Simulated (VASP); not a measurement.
TiSi2:

```
Ti Si
1.0
     0.00000    4.11800    4.26150
     2.38650    0.00000    4.26150
     2.38650    4.11800    0.00000
Ti Si
2 4
Direct
  0.75000 0.75000 0.75000
  0.50000 0.50000 0.50000
  0.08300 0.41700 0.08300
  0.41700 0.08300 0.41700
  0.16700 0.83300 0.16700
  0.83300 0.16700 0.83300
```

* Program: VASP 6.6.1
* Task: relaxation of cell and atoms
* Functional: PBE
* Potentials or basis: VASP PAW PBE potentials, release 64 (Ti_sv, Si)
* Cutoff: 520 eV
* k mesh: 8 × 8 × 8
* Occupations: gaussian, width 0.1 eV
* Spin: no spin polarisation

At the start: pressure 2.2 GPa; volume 13.96 Å³/atom.

Task: How do energy, volume and symmetry change on relaxing?

Result: Over 8 steps the energy falls by 3.6 meV/atom and the volume is 14.18 Å³/atom (+1.6 %); space group Fddd (No. 70, to 0.05 Å).

Step by step:
| step | energy change (eV) | largest force (eV/Å) | pressure (GPa) | volume (Å³) |
| --- | --- | --- | --- | --- |
| 1 | 0.0000 | 0.1986 | 2.24 | 83.76 |
| 2 | -0.0093 | 0.1328 | -1.80 | 86.15 |
| 3 | -0.0133 | 0.1550 | -0.42 | 85.29 |
| 4 | -0.0179 | 0.1016 | -0.25 | 85.22 |
| 5 | -0.0193 | 0.0514 | -0.05 | 85.16 |
| 6 | -0.0217 | 0.0012 | 0.03 | 85.05 |
| 7 | -0.0217 | 0.0010 | 0.04 | 85.04 |
| 8 | -0.0218 | 0.0000 | -0.01 | 85.09 |

Final structure:
```xyz
6
Lattice="0.0000 4.1390 4.2788 2.4024 0.0000 4.2788 2.4024 4.1390 0.0000" Properties=species:S:1:pos:R:3 pbc="T T T"
Ti    3.6036    6.2085    6.4181
Ti    2.4024    4.1390    4.2788
Si    1.2012    0.7191    2.1394
Si    1.2012    3.4199    2.1394
Si    2.4024    1.3504    4.2788
Si    2.4024    6.9277    4.2788
```
